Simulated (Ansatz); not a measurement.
Crystal: NbAs.

```
Nb As
1.0
    -1.72585    1.72585    5.84000
     1.72585   -1.72585    5.84000
     1.72585    1.72585   -5.84000
Nb As
2 2
Direct
  0.50000 0.00000 0.50000
  0.75000 0.75000 0.00000
  0.91600 0.41600 0.50000
  0.16600 0.16600 0.00000
```

Base run:

```yaml
Program: Ansatz 0.2.0
Functional: BLYP
Potentials_or_basis: Ansatz PAW
Cutoff: "420 eV (not typed: the program's choice for these potentials)"
k_mesh: 11 × 11 × 11
Occupations: fermi-dirac, width 0.05 eV
Spin: no spin polarisation
```

Its results: band gap on the k mesh none (metal or under the smearing width); pressure 11.4 GPa; largest force 0.292 eV/Å.

Q: The run is repeated on the same cell with these changes: functional from BLYP to revPBE. What comes out?

A: Band gap on the k mesh none (metal or under the smearing width); pressure 5.2 GPa; largest force 0.302 eV/Å.

Caveats: the PAW data sets come from PBE, with cores solved anew for the run's functional, which leaves a small shift of forces and pressure.
